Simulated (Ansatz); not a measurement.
## Phonons of AlAs (F-43m) against volume

Aim: how do the optical modes of AlAs (F-43m) move with volume?

Calculated with Ansatz 0.2.0; DFT PBE, scalar-relativistic, plane waves, PAW; PAW set soft_1.

### 1. The starting structure

The structure is cubic, space group F-43m (No. 216). Conventional cell: a = 5.661 Å, b = 5.661 Å, c = 5.661 Å, α = 90.00°, β = 90.00°, γ = 90.00°. Al has 4 As at 2.45 Å nearest. As has 4 Al at 2.45 Å nearest. Farther neighbours are not listed.

Structure file:

```cif
data_structure
_symmetry_space_group_name_H-M 'P 1'
_symmetry_Int_Tables_number 1
_cell_length_a 4.0028
_cell_length_b 4.0028
_cell_length_c 4.0028
_cell_angle_alpha 60.000
_cell_angle_beta 60.000
_cell_angle_gamma 60.000
_cell_volume 45.35
loop_
_atom_site_label
_atom_site_type_symbol
_atom_site_fract_x
_atom_site_fract_y
_atom_site_fract_z
_atom_site_occupancy
Al1 Al 0.00000 0.00000 0.00000 1
As2 As 0.75000 0.75000 0.75000 1
```

### 2. Relaxation

Harmonic phonons are second derivatives at a point where the forces vanish, and they are wanted at zero stress, so atoms and cell are relaxed first.

The input, input.yaml:

```yaml
crystal:
  lattice:
    - [0.0, 2.8304, 2.8304]
    - [2.8304, 0.0, 2.8304]
    - [2.8304, 2.8304, 0.0]
  atoms:
    - { symbol: Al, position: [0.0, 0.0, 0.0] }
    - { symbol: As, position: [0.75, 0.75, 0.75] }
kpoints:
  mp_grid: { grid: [8, 8, 8] }
hamiltonian:
  xc: pbe
  pseudopotentials: { kind: paw, azcp: { folder: soft_1 } }
scf:
  occupations: { method: gaussian, width: 0.02 }
output:
  forces: true
  stress: true
  eigenvalues: true
relax:
  adjacent_minimum: "off"
  f_tol: 0.005
  max_steps: 80
  cell: { stress_tol: 0.05 }
```

Run with:

```
$ ansatz run input.yaml --threads 4 --pin off --max-ram 10240MiB --backend cpu --events-out ev --progress --plain --runs-dir out
```

Numbers of over 12 decimals in the logs are rounded to 6 here.

Output:

```text
Engine: ansatz 0.2.0, aarch64-unknown-linux-gnu
Pseudopotentials: kind: paw
Pseudopotential: Al, paw, valence charge 3, recommended cutoff 420 eV (normal), soft_1/Al.paw.azcp
Pseudopotential: As, paw, valence charge 15, recommended cutoff 420 eV (normal), soft_1/As.paw.azcp
Functional definition: PBE
  parameter kappa = 0.804
  parameter beta = 0.066725
  exchange = pbe_x(kappa = kappa, mu = beta*pi^2/3)
  correlation = pbe_c(beta = beta)
Crystal: 2 atoms, lattice volume = 45.350 Å³
Basis set: ecut = 420 eV, 893 PW (Γ), exchange–correlation on 54×54×54 points (8 copies of the dense FFT grid, shifted against one another)
Bands: 13, of which v1, the nominal top of the filled ones, is band 9 counted from 1 (8 counted from 0)
Symmetry: 24 space group operations
Space group: F-43m (ITA 216), of the structure as read, at distance tolerance 3.6e-5 Å
k-points: 29 of 512 (time reversal used)
Non-local potential: Al, projectors of the file, l = 0: 2, l = 1: 2, l = 2: 1
Non-local potential: As, projectors of the file, l = 0: 2, l = 1: 2, l = 2: 3, l = 3: 1
PAW form: soft (Blöchl's): semilocal exchange-correlation on the pseudo side does not see the compensation charge
PAW one-centre angular grid: Al, 110 points (default); XC on 64 Gauss nodes
PAW one-centre angular grid: As, 590 points (default); XC on 64 Gauss nodes
Initial density: superposition of atomic densities (chi_scale 0.1, normalization cell, long waves kept (reshape's long-wave potential 0.00 eV rms))
Initial wavefunctions: pseudopotential atomic-orbital guess
Functional: x = pbe(κ = 0.804, μ = 0.219515), c = pbe(β = 0.066725)
SCF iter   1: F=—  HF=-5394.738743 eV  |F-HF|=—  |Δ(HF+E_count)|=         —  Δρ=3.65e-2  dr2=6.77e-1  ethr=3.10e-3  ⟨swp⟩=5.9  Hψ=2308  notcnv=0
preconditioner: auto → none  [insulator: Δε(μ)=1.808 eV  Ē_g=10.102 eV  σ=0.020 eV  W_gap=1.00  n_scr=14 (ndim 8)  ℏωp=15.6 eV  f_vac=0.000  D(μ)=0.00/eV (n_scr^D=0)  ε∞_Penn≈3.4]
SCF iter   2: F=—  HF=-5394.621606 eV  |F-HF|=—  |Δ(HF+E_count)|=   1.17e-1  Δρ=1.68e-2  dr2=9.46e-2  ethr=3.10e-3  ⟨swp⟩=2.1  Hψ=734  notcnv=0
SCF iter   3: F=—  HF=-5394.612699 eV  |F-HF|=—  |Δ(HF+E_count)|=   8.91e-3  Δρ=4.25e-3  dr2=9.41e-3  ethr=5.26e-4  ⟨swp⟩=3.0  Hψ=754  notcnv=0
SCF iter   4: F=—  HF=-5394.609955 eV  |F-HF|=—  |Δ(HF+E_count)|=   2.74e-3  Δρ=8.24e-4  dr2=1.61e-4  ethr=5.23e-5  ⟨swp⟩=2.1  Hψ=757  notcnv=0
SCF iter   5: F=—  HF=-5394.610002 eV  |F-HF|=—  |Δ(HF+E_count)|=   4.76e-5  Δρ=2.01e-4  dr2=7.18e-6  ethr=8.94e-7  ⟨swp⟩=2.6  Hψ=490  notcnv=0
SCF iter   6: F=—  HF=-5394.610025 eV  |F-HF|=—  |Δ(HF+E_count)|=   2.31e-5  Δρ=2.37e-5  dr2=1.27e-7  ethr=3.99e-8  ⟨swp⟩=2.2  Hψ=472  notcnv=0
SCF iter   7: F=-5394.610025 eV  HF=-5394.610025 eV  |F-HF|=1.89e-10  |Δ(HF+E_count)|=   1.87e-7  Δρ=1.76e-6  dr2=1.63e-9  ethr=5.56e-10  ⟨swp⟩=5.1  Hψ=1791  notcnv=0
SCF 1 converged in 7 iterations: F = -5394.610025 eV  dr2 = 1.63e-9
  greatest PAW one-centre occupation: 0.999 electrons in one spin orbital (limit 2), on the As atom at site 1 (counted from 0), in its partial waves of l = 2
relax step   1: F+E_penalty+E_count = -5394.61002543 eV  Δ(F+E_penalty+E_count) = +0.000e0 eV  max|allowed force component| = 9.469e-17 eV/Å  Δτ_max = 0.0000 Å  P = +2.573 GPa  Ω = 45.350 Å³  (7 SCF iters, dr2 threshold 1.00e-7 eV, accepted)
Crystal: 2 atoms, lattice volume = 46.750 Å³
Basis set: ecut = 420 eV, 941 PW (Γ), exchange–correlation on 54×54×54 points (8 copies of the dense FFT grid, shifted against one another)
Initial density: handed on by an earlier stage of this run
Initial wavefunctions: those handed on with the density
iter 1 solved again at ethr=6.61e-6 eV; its pass at ethr=3.10e-3 eV (dr2=1.19e-3 eV) is discarded
SCF iter   1: F=—  HF=-5394.622534 eV  |F-HF|=—  |Δ(HF+E_count)|=         —  Δρ=1.29e-3  dr2=1.18e-3  ethr=6.61e-6  ⟨swp⟩=1.2  Hψ=2710  notcnv=0
preconditioner: auto → none  [insulator: Δε(μ)=1.487 eV  Ē_g=9.755 eV  σ=0.020 eV  W_gap=1.00  n_scr=14 (ndim 8)  ℏωp=15.4 eV  f_vac=0.010  D(μ)=0.00/eV (n_scr^D=0)  ε∞_Penn≈3.5]
SCF iter   2: F=—  HF=-5394.622310 eV  |F-HF|=—  |Δ(HF+E_count)|=   2.25e-4  Δρ=5.63e-4  dr2=1.68e-4  ethr=6.56e-6  ⟨swp⟩=2.2  Hψ=488  notcnv=0
SCF iter   3: F=—  HF=-5394.622317 eV  |F-HF|=—  |Δ(HF+E_count)|=   7.70e-6  Δρ=1.36e-4  dr2=1.64e-5  ethr=9.33e-7  ⟨swp⟩=2.8  Hψ=648  notcnv=0
SCF iter   4: F=—  HF=-5394.622313 eV  |F-HF|=—  |Δ(HF+E_count)|=   4.66e-6  Δρ=4.04e-5  dr2=4.95e-7  ethr=9.10e-8  ⟨swp⟩=2.0  Hψ=638  notcnv=0
SCF iter   5: F=-5394.622313 eV  HF=-5394.622313 eV  |F-HF|=1.35e-8  |Δ(HF+E_count)|=   5.55e-7  Δρ=5.97e-6  dr2=1.15e-8  ethr=1.11e-9  ⟨swp⟩=5.5  Hψ=1752  notcnv=0
SCF 2 converged in 5 iterations: F = -5394.622313 eV  dr2 = 1.15e-8
relax step   2: F+E_penalty+E_count = -5394.62231323 eV  Δ(F+E_penalty+E_count) = -1.229e-2 eV  max|allowed force component| = 2.364e-17 eV/Å  Δτ_max = 0.0000 Å  P = +0.337 GPa  Ω = 46.750 Å³  energy of the carried Pulay correction = -1.723e-4 eV  (5 SCF iters, dr2 threshold 2.00e-7 eV, accepted)
Crystal: 2 atoms, lattice volume = 46.968 Å³
iter 1 solved again at ethr=1.62e-7 eV; its pass at ethr=3.10e-3 eV (dr2=2.92e-5 eV) is discarded
SCF iter   1: F=—  HF=-5394.622521 eV  |F-HF|=—  |Δ(HF+E_count)|=         —  Δρ=1.93e-4  dr2=2.71e-5  ethr=1.62e-7  ⟨swp⟩=2.0  Hψ=2612  notcnv=0
preconditioner: auto → none  [insulator: Δε(μ)=1.502 eV  Ē_g=9.735 eV  σ=0.020 eV  W_gap=1.00  n_scr=14 (ndim 8)  ℏωp=15.3 eV  f_vac=0.007  D(μ)=0.00/eV (n_scr^D=0)  ε∞_Penn≈3.5]
SCF iter   2: F=—  HF=-5394.622529 eV  |F-HF|=—  |Δ(HF+E_count)|=   7.31e-6  Δρ=8.55e-5  dr2=3.92e-6  ethr=1.51e-7  ⟨swp⟩=2.4  Hψ=485  notcnv=0
SCF iter   3: F=—  HF=-5394.622529 eV  |F-HF|=—  |Δ(HF+E_count)|=  9.99e-10  Δρ=2.15e-5  dr2=4.13e-7  ethr=2.18e-8  ⟨swp⟩=3.0  Hψ=651  notcnv=0
SCF iter   4: F=-5394.622529 eV  HF=-5394.622529 eV  |F-HF|=1.13e-8  |Δ(HF+E_count)|=   9.33e-8  Δρ=6.25e-6  dr2=1.21e-8  ethr=1.11e-9  ⟨swp⟩=5.4  Hψ=1854  notcnv=0
SCF 3 converged in 4 iterations: F = -5394.622529 eV  dr2 = 1.21e-8
relax step   3: F+E_penalty+E_count = -5394.62252859 eV  Δ(F+E_penalty+E_count) = -2.154e-4 eV  max|allowed force component| = 1.702e-17 eV/Å  Δτ_max = 0.0000 Å  P = +0.019 GPa  Ω = 46.968 Å³  energy of the carried Pulay correction = -1.987e-4 eV  (4 SCF iters, dr2 threshold 2.00e-7 eV, accepted)
Basis set: ecut = 420 eV, 941 PW (Γ), exchange–correlation on 60×60×60 points (8 copies of the dense FFT grid, shifted against one another)
Initial wavefunctions: pseudopotential atomic-orbital guess (no wavefunctions were taken with the density)
iter 1 solved again at ethr=1.58e-7 eV; its pass at ethr=3.10e-3 eV (dr2=2.84e-5 eV) is discarded
SCF iter   1: F=—  HF=-5394.622765 eV  |F-HF|=—  |Δ(HF+E_count)|=         —  Δρ=2.95e-5  dr2=5.69e-8  ethr=1.58e-7  ⟨swp⟩=3.0  Hψ=3280  notcnv=0
preconditioner: auto → none  [insulator: Δε(μ)=1.504 eV  Ē_g=9.736 eV  σ=0.020 eV  W_gap=1.00  n_scr=14 (ndim 8)  ℏωp=15.3 eV  f_vac=0.006  D(μ)=0.00/eV (n_scr^D=0)  ε∞_Penn≈3.5]
SCF iter   2: F=—  HF=-5394.622758 eV  |F-HF|=—  |Δ(HF+E_count)|=   6.89e-6  Δρ=1.53e-5  dr2=1.71e-8  ethr=3.16e-10  ⟨swp⟩=2.0  Hψ=638  notcnv=0
SCF iter   3: F=—  HF=-5394.622759 eV  |F-HF|=—  |Δ(HF+E_count)|=   1.18e-6  Δρ=3.01e-6  dr2=7.97e-10  ethr=9.48e-11  ⟨swp⟩=2.0  Hψ=493  notcnv=0
SCF iter   4: F=—  HF=-5394.622759 eV  |F-HF|=—  |Δ(HF+E_count)|=   4.64e-8  Δρ=4.57e-7  dr2=6.76e-11  ethr=4.43e-12  ⟨swp⟩=2.0  Hψ=638  notcnv=0
SCF iter   5: F=-5394.622759 eV  HF=-5394.622759 eV  |F-HF|=1.82e-11  |Δ(HF+E_count)|=  5.15e-10  Δρ=1.12e-7  dr2=4.45e-12  ethr=1.00e-12  ⟨swp⟩=5.9  Hψ=1495  notcnv=0
SCF 4 converged in 5 iterations: F = -5394.622759 eV  dr2 = 4.45e-12
relax step   4: F+E_penalty+E_count = -5394.62275946 eV  Δ(F+E_penalty+E_count) = -2.309e-4 eV  max|allowed force component| = 1.944e-17 eV/Å  Δτ_max = 0.0000 Å  P = +0.026 GPa  Ω = 46.968 Å³  stress off target by 2.63e-2 GPa  SCF on the basis re-selected at this cell (its energy is not comparable with the rows above)  (5 SCF iters)
basis re-selected at this cell: Δ(F+E_penalty+E_count) = -2.309e-4 eV, ΔP = +0.008 GPa vs the last step (what re-selecting the basis moved, of the pressure what is left beyond the Pulay correction that the steps carried, after the strain that the cell walked since its last selection, with what the two solves' SCF thresholds leave and, on support functions, any second-order correction that the steps lacked; it is no measure of the basis error at this ecutwfc). The dense FFT grid was sized anew with the basis: this SCF ran on 30×30×30 points, the steps before it on 27×27×27, so part of this shift can come from that change (see relax.cell in the input reference). [rest of the remark cut]
SCF converged after 5 iterations
Free energy (F): -5394.622759 eV
Harris-Foulkes:  -5394.622759 eV  (|F-HF|=1.82e-11)
Internal energy: -5394.622759 eV  (E = F + TS)
E sigma→0 (E₀):  -5394.622759 eV
Fermi energy:    6.492907 eV
--- Per-component energies (eV) ---
  E_band       = -277.010729
  E_kinetic    = 119.970520
  E_local      = -2407.033423  (includes V_loc(G=0)·N_el)
  E_nonlocal   = -383.268800
  E_hartree    = 1305.981454
  E_xc         = -107.892819
  E_vxc        = -102.655823  (∫ρ·V_xc dr)
  E_paw        = -2482.970342  (= ΣΔE_a)
  E_vpaw       = -115.986200  (= ΣTr[D̂ρ^β])
  E_aug_tail   = -0.000006  (compensation charges beyond the density's cutoff)
  E_ewald      = -1439.409344
  E_smearing   = -0.000000  (= −TS)
  E_closure    = 0.000000  (closes the sum)
  Σ components = -5394.622759   (vs F -5394.622759, Δ=0.00e0)
--- Forces (eV/Å), atoms counted from 1 ---
  atom   1  Al    -0.00000000     0.00000000     0.00000000
  atom   2  As     0.00000000    -0.00000000     0.00000000
  max |Σ_I F_I| component: 3.98e-17 eV/Å
--- Stress (GPa, compression-positive) ---
        0.026310      -0.000000      -0.000000
       -0.000000       0.026310       0.000000
       -0.000000       0.000000       0.026310
  P = ⅓ Tr σ = 0.0263 GPa (0.263 kbar)
--- Band table (eV; the first three rows and the last of 29) ---
  k-point 0: bands = [... 5 lower, -5.9283, 5.7412, 5.7412, 5.7412, 7.5226, 9.9837, 9.9837, 9.9837]
  k-point 1: bands = [... 5 lower, -5.7827, 4.3193, 5.5866, 5.5866, 8.3256, 10.2558, 10.2558, 10.3358]
  k-point 2: bands = [... 5 lower, -5.3803, 2.4234, 5.2801, 5.2801, 8.2163, 10.5989, 10.5989, 11.9915]
  k-point 28: bands = [... 5 lower, -4.0507, 0.7578, 2.7043, 3.0433, 10.0573, 11.2086, 11.3266, 11.7675]
--- Relaxed structure (3 steps of the walk, 3 accepted, 1 SCFs on fresh bases) ---
  F+E_penalty+E_count = -5394.62275946 eV   max|allowed force component| = 1.944e-17 eV/Å   (the final SCF, on the basis selected at the relaxed cell)
  cell:  # Å, volume = 46.9683 Å³
    - [0, 2.863684, 2.863684]
    - [2.863684, 0, 2.863684]
    - [2.863684, 2.863684, 0]
  atoms:
    - { symbol: Al, position: [0, 0, 0] }
    - { symbol: As, position: [0.750000, 0.750000, 0.750000] }
```

Wall time 2.7 s (4 threads of Arm Neoverse V1, shared host); peak memory 0.34 GiB; 9.1 s of CPU time.

Relaxation path:

```csv
step,energy less that of the first step (eV),largest force component (eV/Å),pressure (GPa),volume (Å³)
1,0.0000,0.0000,2.57,45.35
2,-0.0123,0.0000,0.34,46.75
3,-0.0125,0.0000,0.02,46.97
4*,-0.0127,0.0000,0.03,46.97
```

Relaxation steps marked * repeat the geometry before them on a plane-wave basis chosen anew for their cell, so energy and pressure can jump there.

The run keeps the 24 symmetry operations that it works with, so distortions that break them were not tested.

```csv
"conventional cell, symmetrised",before,after,change
a (Å),5.661,5.727,+1.2 %
b (Å),5.661,5.727,+1.2 %
c (Å),5.661,5.727,+1.2 %
volume (Å³/atom),22.67,23.48,+3.6 %
```

Final coordinates:

```xyz
2
Lattice="0.0000 2.8637 2.8637 2.8637 0.0000 2.8637 2.8637 2.8637 0.0000" Properties=species:S:1:pos:R:3 pbc="T T T"
Al    0.0000    0.0000    0.0000
As    4.2955    4.2955    4.2955
```

Numbers from this step:

| Item | Value |
| --- | --- |
| pressure | 0.02631 GPa |
| gap on the k-mesh | 1.503 eV |
| volume per atom | 23.48 Å³ |

In this step the volume went from 22.67 to 23.48 Å³/atom.

### 3. Tight relaxation

A first tight relaxation and response on 8×8×8 k points, not shown, drew a warning on the mesh, so the tight relaxation is repeated on 12×12×12 points.

input.yaml, the sections that differ from step 2:

```yaml
crystal:
  lattice:
    - [0.0, 2.8640192811, 2.8640192811]
    - [2.8640192811, 0.0, 2.8640192811]
    - [2.8640192811, 2.8640192811, 0.0]
  atoms:
    - { symbol: Al, position: [0.0, 0.0, 0.0] }
    - { symbol: As, position: [0.75, 0.75, 0.75] }
kpoints:
  mp_grid: { grid: [12, 12, 12] }
scf:
  occupations: { method: fixed }
relax:
  adjacent_minimum: "off"
  f_tol: 0.001
  max_steps: 60
  cell: { stress_tol: 0.01 }
# hamiltonian, output: as in step 2
```

Output:

```text
[...]
Crystal: 2 atoms, lattice volume = 46.985 Å³
Basis set: ecut = 420 eV, 941 PW (Γ), exchange–correlation on 60×60×60 points (8 copies of the dense FFT grid, shifted against one another)
Bands: 13, of which v1, the nominal top of the filled ones, is band 9 counted from 1 (8 counted from 0)
Symmetry: 24 space group operations
[...]
k-points: 72 of 1728 (time reversal used)
[...]
k-point 71: bands = [... 5 lower, -4.0550, 0.7545, 2.7011, 3.0400, 10.0528, 11.2024, 11.3213, 11.7629]
--- Relaxed structure (1 steps of the walk, 1 accepted, 1 SCFs on fresh bases) ---
[...]
cell:  # Å, volume = 46.9848 Å³
    - [0.0, 2.8640192811, 2.8640192811]
    - [2.8640192811, 0.0, 2.8640192811]
    - [2.8640192811, 2.8640192811, 0.0]
  atoms:
    - { symbol: Al, position: [0.0, 0.0, 0.0] }
    - { symbol: As, position: [0.750000, 0.750000, 0.750000] }
[key lines of the parts left out:]
SCF converged after 6 iterations
Free energy (F): -5394.624367 eV
Fermi energy:    5.736434 eV
P = ⅓ Tr σ = 0.0062 GPa (0.062 kbar)
```

It took 2.9 s on 4 threads; peak memory 0.38 GiB; 11 s of CPU time.

Little changed from the start: no atom moved by 0.005 Å and no cell edge by 0.1 %.

Numbers from this step:

| Quantity | Value |
| --- | --- |
| pressure | 0.006168 GPa |
| gap on the k-mesh | 1.505 eV |
| volume per atom | 23.49 Å³ |

The forces vanish by symmetry and the pressure is 0.006 GPa, within the tolerances set. The cell now holds 23.49 Å³/atom.

[end of part 1 of 3]

[Logs are printed without paths, hosts, clocks, repeated set-up lines and the standing remarks that a program may print on its own settings, such as how far it seeks lower states.]

[Hosts, paths, dates, database ids (printed as entryN), source tags and the programs' standing remarks are cut or masked in the printed files.]
